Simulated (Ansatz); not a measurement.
## BaTiO3: the change of pressure and energy above lowest point with volume scale

Free energy against uniform scaling of the volume at fixed shape and fractions; periodic cell, basis, potentials, k mesh and filling as listed. The results are calculated, by Ansatz 0.2.0.

The cell before it is scaled or strained (space group R3m, No. 160):
```
BaTiO3
1.0
      2.8274     1.6324     2.3184
     -2.8274     1.6324     2.3184
      0.0000    -3.2648     2.3184
Ba Ti O
1 1 3
Direct
  0.00000 0.00000 0.00000
  0.48450 0.48450 0.48450
  0.50860 0.50860 0.01750
  0.01750 0.50860 0.50860
  0.50860 0.01750 0.50860
```

Settings of every row: functional r2SCAN; dispersion none; potentials PAW; wave cutoff 600 eV; density cutoff 2400 eV; k mesh 6x6x6; k shift 0x0x0; occupations fixed; smearing width 0 eV; spin none.

Limits: no spin-orbit coupling, which can matter with elements this heavy.

```
row  volume scale  V (Å³/atom)  pressure (GPa)  energy above lowest point (meV/atom)
  1          0.92       11.813           20.16                                  66.5
  2        0.9467       12.156           13.18                                  31.1
  3        0.9733       12.498               ?                                     ?
  4             1       12.841             1.9                                     0
  5        1.0267       13.183           -2.64                                   0.9
  6        1.0533       13.525           -6.57                                  10.8
  7          1.08       13.868           -9.98                                  28.6
```

Question: what pressure and energy above lowest point should row 3 give?

Worked fit of pressure. Take u = (V_r/V)^(2/3) − 1 with V_r = 13.012 Å³ an atom, which is twice the finite (Eulerian) strain; such expansions in the strain, on which the Birch-Murnaghan equation of state is built, carry the rest volume and the bulk modulus. The shown rows have u = 0.06657, 0.04641, 0.00886, -0.00867, -0.02545, -0.04159. Least squares give pressure = −0.451 + 258.7 × u + 731.8 × u² + 495 × u³ GPa; a parabola predicts inner rows, each left out in turn, worse (root mean square 0.024 against 0.0024 GPa). All shown rows lie on it to the printed digit. The pressure vanishes at u = 0.0017, or V = 12.98 Å³ an atom, and there the bulk modulus at fixed shape and fractions is B = −V dP/dV = (2/3)(1 + u) dP/du = 174 GPa. Letting shape and atoms relax would as a rule lower it, by much in layered, chain or molecular crystals. The withheld row has u = 0.02723, so the fit gives −0.451 + 258.7 × (0.02723) + 731.8 × (0.02723)² + 495 × (0.02723)³ = 7.15 GPa.

The calculation gave 7.14 GPa. The fit lies 0.01 GPa (0.033 % of the column's range) above it, one unit of the last digit.

Worked fit of energy above lowest point. Take u = (V_r/V)^(2/3) − 1 with V_r = 13.012 Å³ an atom, which is twice the finite (Eulerian) strain; such expansions in the strain, on which the Birch-Murnaghan equation of state is built, carry the rest volume and the bulk modulus. The shown rows have u = 0.06657, 0.04641, 0.00886, -0.00867, -0.02545, -0.04159. Least squares give energy above lowest point = −0.75 − 52.9 × u + 15806 × u² + 2485 × u³ meV/atom; a parabola predicts inner rows, each left out in turn, worse (root mean square 0.12 against 0.04 meV/atom). All shown rows lie on it to the printed digit. Its lowest point lies at u = 0.0017, or V = 12.98 Å³ an atom, and the curvature there gives the bulk modulus at fixed shape and fractions, B = (4/9)(1 + u)² E″(u)/V = 174 GPa. Letting shape and atoms relax would as a rule lower it, by much in layered, chain or molecular crystals. The withheld row has u = 0.02723, so the fit gives −0.75 − 52.9 × (0.02723) + 15806 × (0.02723)² + 2485 × (0.02723)³ = 9.6 meV/atom.

The calculation gave 9.5 meV/atom. The fit lies 0.1 meV/atom (1.1 % of the value, 0.15 % of the column's range) above it, one unit of the last digit.
